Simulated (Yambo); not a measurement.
# Si (Fd-3m) in Yambo: notebook

Aim: see how the results for Si move with the level of theory and the settings. Levels: LDA, PBEsol. Tasks: optical spectrum by the Bethe-Salpeter equation, G0W0 quasiparticle levels.

Program: Yambo 5.3.0. These are calculated values, not measurements. Logs are shortened: lines on timing, memory, paths and dates and some standing lists are left out, and cuts for length are marked.

### Step 1. The structure

Symmetry: Fd-3m, No. 227, cubic system. The conventional cell has a = 5.444 Å, b = 5.444 Å, c = 5.444 Å, α = 90.00°, β = 90.00°, γ = 90.00°. Around Si (site symmetry -43m) lie 4 Si at 2.36 Å.

### Step 2. Optical spectrum by the Bethe-Salpeter equation, LDA

Input file bse2.in:

```
optics
bse
bss
rim_cut
em1s
RandQpts= 1000000
RandGvec= 50 RL
Chimod= "HARTREE"
% BndsRnXs
 1 | 29 |
%
NGsBlkXs= 5 Ry
% LongDrXs
 1 | 0 | 0 |
%
BSKmod= "SEX"
BSEmod= "retarded"
BSSmod= "d"
% BSEQptR
 1 | 1 |
%
% BSEBands
 3 | 6 |
%
BSENGexx= 20 Ry
BSENGBlk= 5 Ry
% BEnRange
 0 | 20 | eV
%
% BDmRange
 0.1 | 0.1 | eV
%
BEnSteps= 200
% BLongDir
 1 | 0 | 0 |
%
BSEprop= "abs"
WRbsWF
% KfnQP_E
 0.64 | 1.0 | 1.0 |
%
```

Input file scf.in:

```
&CONTROL
  calculation = 'scf'
  prefix = 'pwscf'
  outdir = './tmp'
  pseudo_dir = './pseudo'
/
&SYSTEM
  ibrav = 0
  nat = 2
  ntyp = 1
  ecutwfc = 32
  nbnd = 9
  occupations = 'smearing'
  smearing = 'fd'
  degauss = 0.00367493
  force_symmorphic = .true.
/
&ELECTRONS
  conv_thr = 4d-10
  electron_maxstep = 120
  mixing_beta = 0.5
/
ATOMIC_SPECIES
Si    28.0850 Si.upf
CELL_PARAMETERS angstrom
   0.0000000000    2.7218511865    2.7218511865
   2.7218511865    0.0000000000    2.7218511865
   2.7218511865    2.7218511865    0.0000000000
ATOMIC_POSITIONS crystal
Si     0.5000000000    0.5000000000    0.5000000000
Si     0.7500000000    0.7500000000    0.7500000000
K_POINTS automatic
8 8 8 0 0 0
```

Input file nscf.in:

```
&CONTROL
  calculation = 'nscf'
  prefix = 'pwscf'
  outdir = './tmp'
  pseudo_dir = './pseudo'
/
&SYSTEM
  ibrav = 0
  nat = 2
  ntyp = 1
  ecutwfc = 32
  nbnd = 124
  occupations = 'fixed'
  force_symmorphic = .true.
/
&ELECTRONS
  conv_thr = 1d-08
  diago_full_acc = .true.
  diago_thr_init = 1d-06
/
ATOMIC_SPECIES
Si    28.0850 Si.upf
CELL_PARAMETERS angstrom
   0.0000000000    2.7218511865    2.7218511865
   2.7218511865    0.0000000000    2.7218511865
   2.7218511865    2.7218511865    0.0000000000
ATOMIC_POSITIONS crystal
Si     0.5000000000    0.5000000000    0.5000000000
Si     0.7500000000    0.7500000000    0.7500000000
K_POINTS automatic
6 6 6 0 0 0
```

Potentials or basis: PseudoDojo 0.4.1 SR LDA standard.

The run is started by

```bash
$ OMP_NUM_THREADS=1 pw.x -in scf.in > scf.out
$ OMP_NUM_THREADS=1 pw.x -in nscf.in > nscf.out
$ cd tmp/pwscf.save; p2y; mv SAVE ../..; cd ../..
$ OMP_NUM_THREADS=1 yambo
$ mkdir -p bse2; ln -s $PWD/g0w00/ndb.RIM bse2/
$ OMP_NUM_THREADS=1 yambo -F bse2.in -J bse2 -C bse2_out
$ OMP_NUM_THREADS=1 ypp -J bse2 -C bse2_out -e s -b 1
```

Yambo's report:

```text
[... sections 02.01 to 02.04 as in the set-up run ...]

  [02.05] Energies & Occupations
  ==============================

  [X] === General ===
  [X] Electronic Temperature                        :  0.000000  0.000000 [eV K]
  [X] Bosonic    Temperature                        :  0.000000  0.000000 [eV K]
  [X] Finite Temperature mode                       : no
  [X] El. density                                   :  0.19837E+24 [cm-3]
  [X] Fermi Level                                   :  5.962507 [eV]

  [X] === Gaps and Widths ===
  [X] Conduction Band Min                           :  0.630633 [eV]
  [X] Valence Band Max                              :  0.000000 [eV]
  [X] Filled Bands                                  :   4
  [X] Empty Bands                                   :    5  124
  [X] Direct Gap                                    :  2.530782 [eV]
  [X] Direct Gap localized at k                     :  1
  [X] Indirect Gap                                  :  0.630633 [eV]
  [X] Indirect Gap between kpts                     :   1  13
  [X] Last valence band width                       :  3.634357 [eV]
  [X] 1st conduction band width                     :  2.656732 [eV]

 [03] Transferred momenta grid and indexing
 ==========================================

 [BZ sampling] Q-grid is User defined and/or read from the database

 IBZ Q-points                                      :  16
 BZ  Q-points                                      :  216

 K/Q-points units:
 rlu = crystal or reduced units; cc = cartesian coordinates; iku = interal k-units

 Q [ 1]         [rlu]:  0.000000  0.000000  0.000000
 Q [ 2]         [rlu]:  0.66011E-18  0.66011E-18  0.16667
 Q [ 3]         [rlu]:  0.13202E-17  0.13202E-17  0.33333
 Q [ 4]         [rlu]: -0.32053E-17 -0.32053E-17 -0.50000
 Q [ 5]         [rlu]:  0.24958E-17  0.16667      0.16667
 Q [ 6]         [rlu]: -0.10701E-16  0.16667      0.33333
 Q [ 7]         [rlu]:  0.89388E-17  0.16667      0.50000
 Q [ 8]         [rlu]: -0.32053E-17  0.16667     -0.33333
 Q [ 9]         [rlu]: -0.29076E-16  0.16667     -0.16667
 Q [10]         [rlu]: -0.17730E-16  0.33333      0.33333
 Q [11]         [rlu]:  0.68824E-16  0.33333      0.50000
 Q [12]         [rlu]: -0.12709E-16  0.33333     -0.33333
 Q [13]         [rlu]: -0.74875E-17 -0.50000     -0.50000
 Q [14]         [rlu]:  0.166667  0.333333  0.500000
 Q [15]         [rlu]:  0.166667  0.333333 -0.333333
 Q [16]         [rlu]:  0.166667 -0.500000 -0.333333

  [03.01] X + BSE indexes
  =======================

   [03.01.01] Sigma indexes
   ========================

   [WR./SAVE//ndb.kindx]-----------------------------------------------------------
    Fragmentation                                    : no
    Polarization last K ( bz)                        :  216
    Polarization last K (ibz)                        :  16
    QP states                                        :   1  16
    X grid is uniform                                : yes
    Grids (string)                                   :  X B S
    Grids (int-vector)                               :  1  1  0  1

 [04] Coloumb potential Random Integration (RIM)
 ===============================================

 Summary of Coulomb integrals for non-metallic bands |Q|[au] RIM/Bare

 Q [1] 0.100000E-4 0.995998 * Q [2] 0.176318 1.065507
 Q [5] 0.203594 1.063520 * Q [9] 0.287926 1.025994
 Q [6] 0.337623 1.019443 * Q [3] 0.352635 1.017217
 Q [10] 0.407188 1.013507 * Q [8] 0.443723 1.010827
 Q [14] 0.455250 1.010532 * Q [7] 0.498702 1.008888
 Q [11] 0.528953 1.007997 * Q [4] 0.528953 1.007696
 Q [12] 0.575851 1.006539 * Q [15] 0.602240 1.006010
 Q [13] 0.610783 1.006174 * Q [16] 0.643821 1.005574

 [WARNING] [Xs] User bands 1-29 break level degeneracy

 [WARNING] [BS] User bands 3-6 break level degeneracy

 [05] External/Internal QP corrections
 =====================================

 [QP_apply] Action to be applied: USER defined scissor

  [05.01]  QP corrections report
  ==============================

  [K+QP] === General ===
  [K+QP] Electronic Temperature                     :  0.000000  0.000000 [eV K]
  [K+QP] Bosonic    Temperature                     :  0.000000  0.000000 [eV K]
  [K+QP] Finite Temperature mode                    : no
[... 105 lines left out ...]
  BZ Q point size factor                           : -1.000000
  X Optical Averaged directions                    : none
 [X-CG] R(p) Tot o/o(of R):   1131  21600    100
 [WR./bse2//ndb.em1s_fragment_1]-------------------------------------------------
  Current Q-pt index                               :  1
  X energy range                                   :  0.000000  0.000000 eV
  X damping range                                  :  0.001000  0.001000 eV
  Number of frequencies                            :  1
 [X-CG] R(p) Tot o/o(of R):   4193  21600    100
 [WR./bse2//ndb.em1s_fragment_2]-------------------------------------------------
  Current Q-pt index                               :  2
  X energy range                                   :  0.000000  0.000000 eV
  X damping range                                  :  0.001000  0.001000 eV
  Number of frequencies                            :  1
 [X-CG] R(p) Tot o/o(of R):   3994  21600    100
 [X-CG] R(p) Tot o/o(of R):   2302  21600    100
 [X-CG] R(p) Tot o/o(of R):   3488  21600    100
 [X-CG] R(p) Tot o/o(of R):   6266  21600    100
 [X-CG] R(p) Tot o/o(of R):   5776  21600    100
 [X-CG] R(p) Tot o/o(of R):   5574  21600    100
 [X-CG] R(p) Tot o/o(of R):   4956  21600    100
 [X-CG] R(p) Tot o/o(of R):   3403  21600    100
 [X-CG] R(p) Tot o/o(of R):   5864  21600    100
 [X-CG] R(p) Tot o/o(of R):   4667  21600    100
 [X-CG] R(p) Tot o/o(of R):   2078  21600    100
 [X-CG] R(p) Tot o/o(of R):   5943  21600    100
 [X-CG] R(p) Tot o/o(of R):   6051  21600    100
 [X-CG] R(p) Tot o/o(of R):   4669  21600    100

 [08] Bethe Salpeter Equation driver
 ===================================

  [08.01] Bethe Salpeter Equation @q1
  ===================================

   [08.01.01] Transition pre-analysis @q1
   ======================================

   [08.01.02] Transition Groups build-up @q1
   =========================================

   [BSK] Transition groups (total):  16
   [BSK] Size (resonant):   864
   [BSK]         (total):   864
   [BSK] N. of matrices :  1

   [08.01.03] Loading Dipoles @q1
   ==============================

   [08.01.04] Independent Particles properties @q1
   ===============================================

   [08.01.05] BSE Kernel @q1 (Resonant CORRRELATION EXCHANGE)
   ==========================================================

   [BSE] Exchange components :   459
   [BSE] Correlation components :   65  283

    [08.01.05.01] Screened interaction header I/O
    =============================================

    [08.01.05.02] Main kernel loop
    ==============================

    [WR./bse2//ndb.BS_Q1_CPU_0]-----------------------------------------------------
     Brillouin Zone Q/K grids (IBZ/BZ)                :   16  216   16  216
     RL vectors                                       :  1243 [WF]
     Coulomb cutoff potential                         : none
     Parallel CPUs
     Parallel Roles
     Fragmentation                                    : no
     BS kernel          wavefunctions                 : Slater exchange(X)+Perdew & Wang(C)
     Static diel. fun.  energies                      : Slater exchange(X)+Perdew & Wang(C)
     wavefunctions                                    : Slater exchange(X)+Perdew & Wang(C)
     [K] Identifier                                   :   5838
     [K] Dimension                                    :   864
     [K] Bands                                        :   3   6
     [K] Exchange                                     : yes [res]
     [K] Correlation                                  : yes [res]
     [K] Kernel`s coupling                            : no
     [K] Exchange                                     : no [cpl]
     [K] Correlation                                  : no [cpl]
     [K] W interaction is bare                        : no
     [K] ALDA kernel in R-space                       : no
     [K] RL vectors                                   :   459 [exchange]
     [K] RL vectors                                   :   65 [correlation]
     [K] E/h energy range                             : -1.000000 -1.000000 [eV]
     [K] Coupling range                               :  100.0000  100.0000 [o/o]
     [W] Interaction is diagonal                      : no
     [W] Matrix size                                  :   65
     [W] Bands                                        :   1  29
     [W] e/h energy range                             : -1.000000 -1.000000 [eV]
     [W] Poles                                        :  100.0000 [o/o]
     [W] RL vectors in the sum                        :  1243
     [W] [r,Vnl] included                             : yes
     [W] Field direction                              :  0.100000E-4   0.00000      0.00000
     [W] Coulomb Cutoff                               : none
     [W] Hxc Kernel                                   : HARTREE
     [RIM] RL components                              :   51 [col]
     [RIM] Random points                              :  1000000 [col]
     [SOC] Perturbative SOC                           : no
     [K] Kernel long-range exchange                   : BAR

    [08.01.05.03] Wave-Function Phases
    ==================================

    [BSE] WF phases found       :  62.63021 [o/o]

   [08.01.06] BSE solver(s) @q1
   ============================

   [08.01.07] Diago Solver @q1
   ===========================

   [WR./bse2//ndb.BS_diago_Q1]-----------------------------------------------------
    BS kernel          energies                      : Slater exchange(X)+Perdew & Wang(C)+ user defined corrections @E
    [K] Identifier                                   :   5838
    [K] Dimension                                    :   864
    [K] Bands                                        :   3   6
    [K] Exchange                                     : yes [res]
    [K] Correlation                                  : yes [res]
    [K] Kernel`s coupling                            : no
    [K] Exchange                                     : no [cpl]
    [K] Correlation                                  : no [cpl]
    [K] W interaction is bare                        : no
    [K] ALDA kernel in R-space                       : no
    [K] RL vectors                                   :   459 [exchange]
    [K] RL vectors                                   :   65 [correlation]
    [K] E/h energy range                             : -1.000000 -1.000000 [eV]
    [K] Coupling range                               :  100.0000  100.0000 [o/o]
    [W] Interaction is diagonal                      : no
    [W] Matrix size                                  :   65
    [W] Bands                                        :   1  29
    [W] e/h energy range                             : -1.000000 -1.000000 [eV]
    [W] Poles                                        :  100.0000 [o/o]
    [W] RL vectors in the sum                        :  1243
    [W] [r,Vnl] included                             : yes
    [W] Field direction                              :  0.100000E-4   0.00000      0.00000
    [W] Coulomb Cutoff                               : none
    [W] Hxc Kernel                                   : HARTREE
    [RIM] RL components                              :   51 [col]
    [RIM] Random points                              :  1000000 [col]
    [SOC] Perturbative SOC                           : no
    [K] Kernel long-range exchange                   : BAR
    [BSS] Eigenstates included                       : yes
    [BSS] Field direction                            :  0.100000E-4   0.00000      0.00000
    [BSS] Eigenstates computed                       :   864
    [BSS] Number of BSE matrices                     :  1
```

Wall time 47 s (1 thread of Arm Neoverse V1, shared host); peak memory 0.25 GiB.

Results:

```yaml
Band_gap_on_the_k_mesh_mean-field_level: 0.63 eV, indirect (least direct gap 2.53 eV)
Exciton_binding_energy: 0.12 eV
Lowest_exciton_energy: 3.05 eV
Lowest_bright_exciton_energy: 3.05 eV
```

Dielectric function (along the field direction of the input):
```csv
energy (eV),real part,imaginary part
0.30,15.08,0.07
1.31,17.19,0.40
2.31,26.33,2.00
3.32,-3.61,28.72
4.42,-27.18,9.11
5.43,-8.63,2.11
6.43,-1.56,5.65
7.54,-4.33,1.53
8.54,-3.15,0.18
9.55,-1.93,0.09
10.65,-1.18,0.15
11.66,-0.77,0.04
12.66,-0.46,0.03
13.77,-0.20,0.02
14.77,-0.03,0.02
15.78,0.11,0.01
16.88,0.23,0.01
17.89,0.32,0.01
18.89,0.39,0.01
20.00,0.46,0.01
```

Lowest exciton energies (eV): 3.05, 3.06, 3.06, 3.06, 3.08, 3.08, 3.09, 3.10

Excitons:
| energy (eV) | strength (relative to the strongest) |
| --- | --- |
| 3.053 | 0.21 |
| 3.056 | 0.016 |
| 3.058 | 0.15 |
| 3.063 | 0.047 |
| 3.085 | 0.073 |
| 3.085 | 0.32 |
| 3.089 | 0.2 |
| 3.097 | 0.0086 |
| 3.098 | 0.0034 |
| 3.099 | 0.0046 |
| 3.101 | 9e-05 |
| 3.101 | 0.00014 |

Caveat: this k mesh misses the band edges, so its gaps are larger than the crystal's; the scissor is the correction of the direct gap in an earlier G0W0 run on the same states; exciton energies and binding change strongly with the k mesh and aren't converged on this one; spectra need much finer meshes, so this one isn't converged.

(Continued in part 2 of 2.)
